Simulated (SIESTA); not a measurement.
A run of SIESTA 5.4.2 is set up as follows.

The input NiO.fdf:

```
SystemName                      NiO
SystemLabel                     NiO
NumberOfSpecies                 2
NumberOfAtoms                   2
%block ChemicalSpeciesLabel
  1  28 Ni
  2   8 O
%endblock ChemicalSpeciesLabel

LatticeConstant                 1.0 Ang
%block LatticeVectors
     0.0000000000     2.0859016414     2.0859016414
     2.0859016414     0.0000000000     2.0859016414
     2.0859016414     2.0859016414     0.0000000000
%endblock LatticeVectors
AtomicCoordinatesFormat         Fractional
%block AtomicCoordinatesAndAtomicSpecies
     0.0000000000     0.0000000000     0.0000000000  1  Ni
     0.5000000000     0.5000000000     0.5000000000  2  O
%endblock AtomicCoordinatesAndAtomicSpecies

%block kgrid.MonkhorstPack
    8   0   0  0.0
    0   8   0  0.0
    0   0   8  0.0
%endblock kgrid.MonkhorstPack
XC.Functional                   GGA
XC.Authors                      PBE
PAO.BasisSize                   DZP
PAO.EnergyShift                 0.003 Ry
Mesh.Cutoff                     800 Ry
Spin                            polarized
%block DM.InitSpin
    1   1.000
    2   0.000
%endblock DM.InitSpin
OccupationFunction              FD
ElectronicTemperature           0.05 eV
MaxSCFIterations                200
SCF.MustConverge                false
SCF.Mixer.Method                Pulay
SCF.Mixer.Weight                0.1
SCF.Mixer.History               10
SCF.DM.Tolerance                5.0e-05
SCF.H.Tolerance                 1.0e-03 eV
WriteForces                     true
Charge.Mulliken                 end
BandLinesScale                  ReciprocalLatticeVectors
%block BandLines
    1    0.000000   0.000000   0.000000  \Gamma
   12    0.500000   0.000000   0.500000  X
    6    0.500000   0.250000   0.750000  W
    4    0.375000   0.375000   0.750000  K
   13    0.000000   0.000000   0.000000  \Gamma
   11    0.500000   0.500000   0.500000  L
    8    0.625000   0.250000   0.625000  U
    4    0.500000   0.250000   0.750000  W
    9    0.500000   0.500000   0.500000  L
    8    0.375000   0.375000   0.750000  K
    1    0.625000   0.250000   0.625000  U
    4    0.500000   0.000000   0.500000  X
%endblock BandLines
%block PAO.Basis
  Ni 5
  n=3 0 2
    2.432 0.000
  n=4 0 2
    7.095 0.000
  n=3 1 2
    2.716 0.000
  n=4 1 1
    7.095
  n=3 2 2
    4.466 0.000
%endblock PAO.Basis
```

Potentials or basis: PseudoDojo 0.4 standard (PBE files), DZP (energy shift 0.003 Ry; two zetas on semicore shells).

Command:

```bash
$ siesta NiO.fdf > NiO.out 2>&1
```

(1) Estimate the site moments.

(2) Estimate the net moment.

(3) Estimate the band gap on the k mesh.

Answers

(1) Ni +1.48; O +0.34 μB.

(2) 1.82 μB per cell.

(3) none (metal or under the smearing width).

Caveat: the basis of atomic orbitals isn't converged, which shifts pressures, moduli and gaps; a cell with one magnetic atom can't hold antiferromagnetic order, which such compounds often take; semilocal functionals often make such compounds metallic where correlation or magnetic order opens a gap, which also shifts bond lengths.

**The experiment to reproduce.**

“Local correlations, non-local screening, multiplets, and band formation in NiO”, 2012, arxiv:1210.6675 quotes, for a bulk crystal of NiO: band gap 4.3 eV.

Measured gap of NiO: 4.3 eV (quoted in “Local correlations, non-local screening, multiplets, and band formation in NiO”, 2012, arxiv:1210.6675). This calculation gives 0.00 eV (-4.30 eV). So large a miss can be the level of theory's own, or it may mean another phase, state or a wrong row. The value is that of PBE in an atomic basis (PseudoDojo 0.4 standard (PBE files), DZP (energy shift 0.003 Ry; two zetas on semicore shells)), whose error adds to the functional's, on a finite k mesh, which can miss the band edges, without temperature or zero-point motion. Semilocal functionals fall short of measured gaps as a rule. The run's magnetic order (collinear spin, ferromagnetic start) needn't be the measured crystal's.
